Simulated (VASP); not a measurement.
# KBr (Fm-3m) in VASP: a series of runs

Aim: see how the results for KBr move with the level of theory and the settings. Levels: LDA, PBE. Tasks: band structure.

Program: VASP 6.6.1. These are calculated values, not measurements. Logs are shortened: lines on timing, memory, paths and dates and some standing lists are left out, and cuts for length are marked.

## (1) Starting point

Symmetry: Fm-3m, No. 225, cubic system. The conventional cell has a = 6.600 Å, b = 6.600 Å, c = 6.600 Å, α = 90.00°, β = 90.00°, γ = 90.00°. Around Br (site symmetry m-3m) lie 6 K at 3.30 Å. K (site symmetry m-3m) has 6 Br at 3.30 Å as nearest neighbours.

## (2) Band structure, LDA

Contents of POSCAR:

```
KBr
1.0
    0.0000000000      3.3000000000      3.3000000000
    3.3000000000      0.0000000000      3.3000000000
    3.3000000000      3.3000000000      0.0000000000
Br K
1 1
Direct
    0.5000000000      0.5000000000      0.5000000000
    0.0000000000      0.0000000000      0.0000000000
```

Contents of INCAR.step1:

```
PREC = Accurate
ENCUT = 520
EDIFF = 1E-7
ISMEAR = 0
SIGMA = 0.02
LREAL = F
LASPH = T
NELM = 80
ALGO = Normal
ISIF = 2
LWAVE = F
LCHARG = T
NBANDS = 15
```

Contents of KPOINTS.step1:

```
Automatic mesh
0
Gamma
  8 8 8
```

Contents of INCAR.step2:

```
PREC = Accurate
ENCUT = 520
EDIFF = 1E-7
ISMEAR = 0
SIGMA = 0.05
LREAL = F
LASPH = T
NELM = 80
ALGO = Normal
ISIF = 2
LWAVE = F
LCHARG = F
NBANDS = 15
ICHARG = 11
```

Contents of KPOINTS.step2:

```
path GXWKGLUWLK,UX
15
line-mode
reciprocal
 0.0000000000  0.0000000000  0.0000000000  G
 0.5000000000  0.0000000000  0.5000000000  X

 0.5000000000  0.0000000000  0.5000000000  X
 0.5000000000  0.2500000000  0.7500000000  W

 0.5000000000  0.2500000000  0.7500000000  W
 0.3750000000  0.3750000000  0.7500000000  K

 0.3750000000  0.3750000000  0.7500000000  K
 0.0000000000  0.0000000000  0.0000000000  G

 0.0000000000  0.0000000000  0.0000000000  G
 0.5000000000  0.5000000000  0.5000000000  L

 0.5000000000  0.5000000000  0.5000000000  L
 0.6250000000  0.2500000000  0.6250000000  U

 0.6250000000  0.2500000000  0.6250000000  U
 0.5000000000  0.2500000000  0.7500000000  W

 0.5000000000  0.2500000000  0.7500000000  W
 0.5000000000  0.5000000000  0.5000000000  L

 0.5000000000  0.5000000000  0.5000000000  L
 0.3750000000  0.3750000000  0.7500000000  K

 0.6250000000  0.2500000000  0.6250000000  U
 0.5000000000  0.0000000000  0.5000000000  X
```

Potentials or basis: VASP PAW LDA potentials, release 64 (Br, K_sv).

Command:

```bash
$ cat potpaw_LDA.64/Br/POTCAR potpaw_LDA.64/K_sv/POTCAR > POTCAR
$ cp INCAR.step1 INCAR
$ cp KPOINTS.step1 KPOINTS
$ mpirun -np 1 vasp_std > vasp.out
$ cp INCAR.step2 INCAR
$ cp KPOINTS.step2 KPOINTS
$ mpirun -np 1 vasp_std > vasp.out
```

OUTCAR:

```text
PREC = Accurate
   ENCUT = 520
   EDIFF = 1E-7
   ISMEAR = 0
   LREAL = F
   LASPH = T
   NELM = 80
   ISIF = 2
   ICHARG = 11

 ion  position               nearest neighbor table
   1  0.500  0.500  0.500-   2 3.30   2 3.30   2 3.30   2 3.30   2 3.30   2 3.30
   2  0.000  0.000  0.000-   1 3.30   1 3.30   1 3.30   1 3.30   1 3.30   1 3.30

  LATTYP: Found a face centered cubic cell.
 ALAT       =     6.6000000000

  Lattice vectors:

 A1 = (   0.0000000000,   3.3000000000,   3.3000000000)
 A2 = (   3.3000000000,   0.0000000000,   3.3000000000)
 A3 = (   3.3000000000,   3.3000000000,   0.0000000000)

Analysis of symmetry for initial positions (statically):
=====================================================================
 Subroutine PRICEL returns:
 Original cell was already a primitive cell.

 Routine SETGRP: Setting up the symmetry group for a
 face centered cubic supercell.

 Subroutine GETGRP returns: Found 48 space group operations
 (whereof 48 operations were pure point group operations)
 out of a pool of 48 trial point group operations.

The static configuration has the point symmetry O_h .

Analysis of symmetry for dynamics (positions and initial velocities):
=====================================================================
 Subroutine PRICEL returns:
 Original cell was already a primitive cell.

 Routine SETGRP: Setting up the symmetry group for a
 face centered cubic supercell.

 Subroutine GETGRP returns: Found 48 space group operations
 (whereof 48 operations were pure point group operations)
 out of a pool of 48 trial point group operations.

The dynamic configuration has the point symmetry O_h .

 Subroutine INISYM returns: Found 48 space group operations
 (whereof 48 operations are pure point group operations),
 and found     1 'primitive' translations

----------------------------------------------------------------------------------------

                                     Primitive cell

  volume of cell :      71.8740

  direct lattice vectors                    reciprocal lattice vectors
     0.000000000  3.300000000  3.300000000    -0.151515152  0.151515152  0.151515152
     3.300000000  0.000000000  3.300000000     0.151515152 -0.151515152  0.151515152
     3.300000000  3.300000000  0.000000000     0.151515152  0.151515152 -0.151515152

  length of vectors
     4.666904756  4.666904756  4.666904756     0.262431941  0.262431941  0.262431941

[... 84 lines left out ...]
   PSTRESS=    0.0 pullay stress
   NELECT =      16.0000    total number of electrons
   NUPDOWN=      -1.0000    fix difference up-down
   EMIN   =  10.00;   EMAX   =-10.00  energy-range for DOS
   EFERMI =   0.00;   METHOD = LEGACY
   ISMEAR =     0;   SIGMA  =   0.05  broadening in eV -4-tet -1-fermi 0-gaus
   EFERMI_NEDOS =   21; number of points for ismear=-14 and -15
   IALGO  =     38    algorithm
   IMIX   =      4    mixing-type and parameters
     AMIX     =   0.40;   BMIX     =  1.00
     AMIX_MAG =   1.60;   BMIX_MAG =  1.00
  volume/ion in A,a.u.               =      35.94       242.51
  Fermi-wavevector in a.u.,A,eV,Ry     =   0.992181  1.874950 13.393889  0.984423
  Thomas-Fermi vector in A             =   2.123975
   LORBIT       =      0    0 simple, 1 ext, 2 COOP (PROOUT), +10 PAW based schemes
   GGA     = CA    functional components
   LHFCALC =     F    Hartree Fock is set to
   AEXX    =    0.0000 exact exchange contribution
   IVDW    =     0    specifies the selected vdW correction
   LEPSILON=     F    determine dielectric tensor
   LRPA    =     F    only Hartree local field effects (RPA)
 non-spin polarized calculation
 Gauss-broadening in eV      SIGMA  =   0.05
  energy-cutoff  :      520.00
  volume of cell :       71.87
 maximum number of plane-waves:      1964
 NGX is ok and might be reduce to    36

 number of electron      15.9999997 magnetization

 Free energy of the ion-electron system (eV)
  ---------------------------------------------------
  ext. energy  EPLUGINS =         0.00000000
  ---------------------------------------------------
  free energy    TOTEN  =        -6.76038723 eV

  energy without entropy =       -6.76038723  energy(sigma->0) =       -6.76038723

 E-fermi :  -1.6826     XC(G=0):  -7.8859

 val. band max:       -1.9138217159   @ k =   0.0000   0.0000   0.0000
 cond. band min:       2.1249091093   @ k =   0.0000   0.0000   0.0000
 fundamental gap:      4.0387308252
 Fermi energy:        -1.6825722571

 k-point     1 :       0.0000    0.0000    0.0000
  band No.  band energies     occupation
      1     -29.3221      2.00000
      2     -14.2376      2.00000
      3     -13.0368      2.00000
      4     -13.0368      2.00000
      5     -13.0368      2.00000
      6      -1.9138      2.00000
      7      -1.9138      2.00000
      8      -1.9138      2.00000
      9       2.1249      0.00000
     10       5.4324      0.00000
     11       5.4324      0.00000
     12       5.4324      0.00000
     13       6.3056      0.00000
     14       6.3056      0.00000
[... 401 lines left out ...]
      2     -14.1927      2.00000
      3     -13.1250      2.00000
      4     -13.0875      2.00000
      5     -12.9976      2.00000
      6      -2.6869      2.00000
      7      -2.3804      2.00000
      8      -2.3459      2.00000
      9       4.1971      0.00000
     10       5.5319      0.00000
     11       6.3296      0.00000
     12       7.1784      0.00000
     13       7.7320      0.00000
     14       8.6978      0.00000
     15       9.0548      0.00000

 [... further k-points ...]

------------------------ aborting loop because EDIFF is reached ----------------------------------------

  FORCE on cell =-STRESS in cart. coord.  units (eV):
  Direction    XX          YY          ZZ          XY          YZ          ZX
  --------------------------------------------------------------------------------------
  -------------------------------------------------------------------------------------
  Total       -0.2105085     -0.2105085     -0.2105085     -0.0000000     -0.0000000      0.0000000
  in kB       -4.6925443     -4.6925443     -4.6925443     -0.0000000     -0.0000000      0.0000000
  external PRESSURE =      -4.6925443 kB  Pullay stress =       0.0000000 kB

 VOLUME and BASIS-vectors are now :
 -----------------------------------------------------------------------------
  energy-cutoff  :      520.00
  volume of cell :       71.87
      direct lattice vectors                 reciprocal lattice vectors
     0.000000000  3.300000000  3.300000000    -0.151515152  0.151515152  0.151515152
     3.300000000  0.000000000  3.300000000     0.151515152 -0.151515152  0.151515152
     3.300000000  3.300000000  0.000000000     0.151515152  0.151515152 -0.151515152

 POSITION                                       TOTAL-FORCE (eV/Angst)
 -----------------------------------------------------------------------------------
      3.30000      3.30000      3.30000         0.000000     -0.000000      0.000000
      0.00000      0.00000      0.00000        -0.000000      0.000000     -0.000000
 -----------------------------------------------------------------------------------
    total drift:                                0.000000      0.000000      0.000000

  FREE ENERGIE OF THE ION-ELECTRON SYSTEM (eV)
  ---------------------------------------------------
  free  energy   TOTEN  =        -6.7603872346 eV

  energy  without entropy=       -6.7603872346  energy(sigma->0) =       -6.76038723
```

It took 88 s on 1 thread of AMD EPYC 9R45 (Zen 5), shared host; peak memory 0.25 GiB.

Results:

- Band gap on the k mesh: 4.04 eV, direct
- Band gap along the path: 4.04 eV, direct

Levels at the corners of the path, in eV from the valence-band top:
```csv
point,band 5,band 6,band 7,band 8,band 9,band 10,band 11,band 12
Γ,-11.12,0.00,0.00,0.00,4.04,7.35,7.35,7.35
X,-11.16,-0.85,-0.30,-0.30,5.56,6.86,9.14,9.19
X,-11.16,-0.85,-0.30,-0.30,5.56,6.86,9.14,9.19
W,-11.04,-0.62,-0.62,-0.57,7.09,7.09,7.96,8.72
W,-11.04,-0.62,-0.62,-0.57,7.09,7.09,7.96,8.72
K,-11.06,-0.73,-0.68,-0.35,6.29,7.83,8.16,8.92
K,-11.06,-0.73,-0.68,-0.35,6.29,7.83,8.16,8.92
Γ,-11.12,0.00,0.00,0.00,4.04,7.35,7.35,7.35
Γ,-11.12,0.00,0.00,0.00,4.04,7.35,7.35,7.35
L,-10.89,-1.25,-0.35,-0.35,6.25,7.93,9.53,9.53
L,-10.89,-1.25,-0.35,-0.35,6.25,7.93,9.53,9.53
U,-11.06,-0.73,-0.68,-0.35,6.29,7.83,8.16,8.92
U,-11.06,-0.73,-0.68,-0.35,6.29,7.83,8.16,8.92
W,-11.04,-0.62,-0.62,-0.57,7.09,7.09,7.96,8.72
W,-11.04,-0.62,-0.62,-0.57,7.09,7.09,7.96,8.72
L,-10.89,-1.25,-0.35,-0.35,6.25,7.93,9.53,9.53
L,-10.89,-1.25,-0.35,-0.35,6.25,7.93,9.53,9.53
K,-11.06,-0.73,-0.68,-0.35,6.29,7.83,8.16,8.92
U,-11.06,-0.73,-0.68,-0.35,6.29,7.83,8.16,8.92
X,-11.16,-0.85,-0.30,-0.30,5.56,6.86,9.14,9.19
```

Caveat: the log is that of the step along the path at fixed density, whose energy, stress, charges and moments have no meaning.

## (3) Band structure, PBE

POSCAR is that of step 2.

INCAR.step1, as its differences from that of step 2:

```diff
@@ -12,2 +12,3 @@
 LCHARG = T
+GGA = PE
 NBANDS = 15
```

KPOINTS.step1 is that of step 2.

INCAR.step2, as its differences from that of step 2:

```diff
@@ -12,2 +12,3 @@
 LCHARG = F
+GGA = PE
 NBANDS = 15
```

KPOINTS.step2 is that of step 2.

Potentials or basis: VASP PAW PBE potentials, release 64 (Br, K_sv).

Command:

```bash
$ cat potpaw_PBE.64/Br/POTCAR potpaw_PBE.64/K_sv/POTCAR > POTCAR
$ cp INCAR.step1 INCAR
$ cp KPOINTS.step1 KPOINTS
$ mpirun -np 1 vasp_std > vasp.out
$ cp INCAR.step2 INCAR
$ cp KPOINTS.step2 KPOINTS
$ mpirun -np 1 vasp_std > vasp.out
```

Wall time 87 s (1 thread of AMD EPYC 9R45 (Zen 5), shared host); peak memory 0.28 GiB.

The run converged. Its results:

* Band gap on the k mesh: 4.43 eV, direct
* Band gap along the path: 4.43 eV, direct

Levels at the corners of the path, in eV from the valence-band top:
| point | band 4 | band 5 | band 6 | band 7 | band 8 | band 9 | band 10 | band 11 | band 12 | band 13 |
| --- | --- | --- | --- | --- | --- | --- | --- | --- | --- | --- |
| Γ | -11.26 | -11.26 | 0.00 | 0.00 | 0.00 | 4.43 | 7.60 | 7.60 | 7.60 | 8.43 |
| X | -11.29 | -11.29 | -0.81 | -0.29 | -0.29 | 5.86 | 7.20 | 9.37 | 9.51 | 9.67 |
| X | -11.29 | -11.29 | -0.81 | -0.29 | -0.29 | 5.86 | 7.20 | 9.37 | 9.51 | 9.67 |
| W | -11.32 | -11.16 | -0.59 | -0.59 | -0.54 | 7.39 | 7.39 | 8.26 | 9.00 | 10.70 |
| W | -11.32 | -11.16 | -0.59 | -0.59 | -0.54 | 7.39 | 7.39 | 8.26 | 9.00 | 10.70 |
| K | -11.28 | -11.18 | -0.70 | -0.64 | -0.33 | 6.59 | 8.16 | 8.47 | 9.17 | 9.99 |
| K | -11.28 | -11.18 | -0.70 | -0.64 | -0.33 | 6.59 | 8.16 | 8.47 | 9.17 | 9.99 |
| Γ | -11.26 | -11.26 | 0.00 | 0.00 | 0.00 | 4.43 | 7.60 | 7.60 | 7.60 | 8.43 |
| Γ | -11.26 | -11.26 | 0.00 | 0.00 | 0.00 | 4.43 | 7.60 | 7.60 | 7.60 | 8.43 |
| L | -11.26 | -11.01 | -1.18 | -0.33 | -0.33 | 6.59 | 8.24 | 9.76 | 9.76 | 10.08 |
| L | -11.26 | -11.01 | -1.18 | -0.33 | -0.33 | 6.59 | 8.24 | 9.76 | 9.76 | 10.08 |
| U | -11.28 | -11.18 | -0.70 | -0.64 | -0.33 | 6.59 | 8.16 | 8.47 | 9.17 | 9.99 |
| U | -11.28 | -11.18 | -0.70 | -0.64 | -0.33 | 6.59 | 8.16 | 8.47 | 9.17 | 9.99 |
| W | -11.32 | -11.16 | -0.59 | -0.59 | -0.54 | 7.39 | 7.39 | 8.26 | 9.00 | 10.70 |
| W | -11.32 | -11.16 | -0.59 | -0.59 | -0.54 | 7.39 | 7.39 | 8.26 | 9.00 | 10.70 |
| L | -11.26 | -11.01 | -1.18 | -0.33 | -0.33 | 6.59 | 8.24 | 9.76 | 9.76 | 10.08 |
| L | -11.26 | -11.01 | -1.18 | -0.33 | -0.33 | 6.59 | 8.24 | 9.76 | 9.76 | 10.08 |
| K | -11.28 | -11.18 | -0.70 | -0.64 | -0.33 | 6.59 | 8.16 | 8.47 | 9.17 | 9.99 |
| U | -11.28 | -11.18 | -0.70 | -0.64 | -0.33 | 6.59 | 8.16 | 8.47 | 9.17 | 9.99 |
| X | -11.29 | -11.29 | -0.81 | -0.29 | -0.29 | 5.86 | 7.20 | 9.37 | 9.51 | 9.67 |

Caveat: the log is that of the step along the path at fixed density, whose energy, stress, charges and moments have no meaning.
